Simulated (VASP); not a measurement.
A run of VASP 6.6.1:

File INCAR:

```
ALGO = Fast ; EDIFF = 1E-6
ENCUT = 520 ; GGA = PE
ISIF = 2 ; ISMEAR = -1
IVDW = 12 ; LASPH = True
LCHARG = True ; LELF = True
LREAL = Auto ; LVHAR = True
LWAVE = False ; NBANDS = 46
NELM = 100 ; PREC = Accurate
SIGMA = 0.05
```

Contents of KPOINTS:

```
k-points
0
Gamma
  1 1 1
```

File POSCAR:

```
HF
1.0
    6.4792240000      0.0000000000      0.0000000000
    0.0000000000      6.4792240000      0.0000000000
    0.0000000000      0.0000000000      6.4792240000
F H
8 8
Direct
    0.7107662167      0.3381740422      0.3349256782
    0.3893712339      0.2783801931      0.5407151674
    0.6706867588      1.0235911400      0.9819107731
    1.0515669082      0.4812976311      0.5024002121
    0.3237010795      0.5385622369      0.9307868383
    0.1299108422     -0.1117698916      0.8968802862
    0.8452727267      0.8218233177      0.2703876198
   -0.0207318953      0.0229907707      0.5664643387
    0.5858539035      0.3285477087      0.4179198819
    0.2619702910      0.3553811335      0.5287055494
    0.6180995168      1.1552189985      1.0167621390
    0.9292273132      0.4207608537      0.4436363062
    0.2507320675      0.6657502786      0.9163827444
    0.0750238480     -0.0680032897      0.7651729490
    0.7893720202      0.9005030826      0.1564935607
   -0.0681814308     -0.0609868061      0.4510604558
```

Potentials or basis: VASP PAW PBE potentials, release 64 (F, H).

Launch:

```console
$ cat potpaw_PBE.64/F/POTCAR potpaw_PBE.64/H/POTCAR > POTCAR
$ mpirun -np 1 vasp_gam > vasp.out
```

Hardware: 1 thread of Intel(R) Xeon(R) Platinum 8488C (Sapphire Rapids), with other jobs on the host.

Q: How long does it take, and how much memory?

A: Run time: 24 s on 1 thread of Intel(R) Xeon(R) Platinum 8488C (Sapphire Rapids), with other jobs on the host, peak memory 0.3 GiB. Counts: scf iterations 17, k points 1.
